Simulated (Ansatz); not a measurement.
**HfO2: equation of state with RPBE+D4**

Crystal: HfO2.

```
CELL_PARAMETERS angstrom
5.11800 0.00000 0.00000
0.00000 5.18570 0.00000
-0.85866 0.00000 5.21387
ATOMIC_POSITIONS crystal
Hf 0.27550 0.46030 0.70800
Hf 0.72450 0.96030 0.79200
Hf 0.72450 0.53970 0.29200
Hf 0.27550 0.03970 0.20800
O 0.07420 0.16840 0.84670
O 0.92580 0.66840 0.65330
O 0.92580 0.83160 0.15330
O 0.07420 0.33160 0.34670
O 0.44870 0.74190 0.98010
O 0.55130 0.24190 0.51990
O 0.55130 0.25810 0.01990
O 0.44870 0.75810 0.48010
```

```
Program             : Ansatz 0.2.0
Task                : equation of state
Functional          : RPBE
Dispersion          : D4
Potentials or basis : Ansatz PAW
Cutoff              : 420 eV
Density cutoff      : 1680 eV
k mesh              : 5 × 5 × 5
Occupations         : fermi-dirac, width 0.05 eV
Spin                : no spin polarisation
```

The equilibrium volume is 11.71 Å³/atom, the bulk modulus at fixed shape and positions is 229 GPa and the pressure derivative of the bulk modulus is 4.1.

Energy against volume, from the lowest point:
| volume (Å³/atom) | energy (meV/atom) |
| --- | --- |
| 10.840 | 52.28 |
| 11.070 | 27.11 |
| 11.301 | 10.51 |
| 11.532 | 1.74 |
| 11.762 | 0.00 |
| 11.993 | 4.60 |
| 12.223 | 14.95 |

All runs of the series together: 91 s on 2 threads of Intel(R) Xeon(R) CPU @ 2.60GHz (Ice Lake), on a shared host.

Caveat: the potentials were made for another functional, which shifts forces and pressure; the cell was scaled at fixed shape and fractional positions, which overstates the stiffness of a crystal with free parameters, most of all of layers and chains. The run has no spin-orbit coupling, so splittings on Hf are missing.
